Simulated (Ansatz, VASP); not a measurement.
## CuAu in VASP and in Ansatz

```
Au Cu
1.0
     2.86588    0.00000    0.00000
     0.00000    2.86588    0.00000
     0.00000    0.00000    3.75727
Au Cu
1 1
Direct
  0.00000 0.00000 0.00000
  0.50000 0.50000 0.50000
```

Change from the starting cell: volume scaled by 1.06.

Alike in both runs: task single point; functional PBE; k mesh 9 × 9 × 7; occupations fermi-dirac, width 0.05 eV; no spin polarisation.

```csv
,VASP,Ansatz
version,VASP 6.6.1,Ansatz 0.2.0
potentials or method,"VASP PAW PBE potentials, release 64 (Au, Cu)",Ansatz PAW
plane-wave cutoff (eV),520,420
valence electrons in the cell,22,38
```

Ansatz gave:

| Quantity | Value |
| --- | --- |
| gap on the k mesh at the Fermi level (eV) | none |
| pressure (GPa) | -3.8 |
| largest component of the traceless stress (GPa) | 0.09 |

Problem. Which values does VASP return?

Solution. gap on the k mesh at the Fermi level (eV): none; pressure (GPa): -3.8; largest component of the traceless stress (GPa): 0.18.

A gap of «none» marks a metal or a gap that the smearing closes. The functional is the same, so the differences come from potentials, cutoffs and numerics. The two sets of potentials don't hold the same shells in valence.

The runs have no spin-orbit coupling, so splittings on Au are missing.
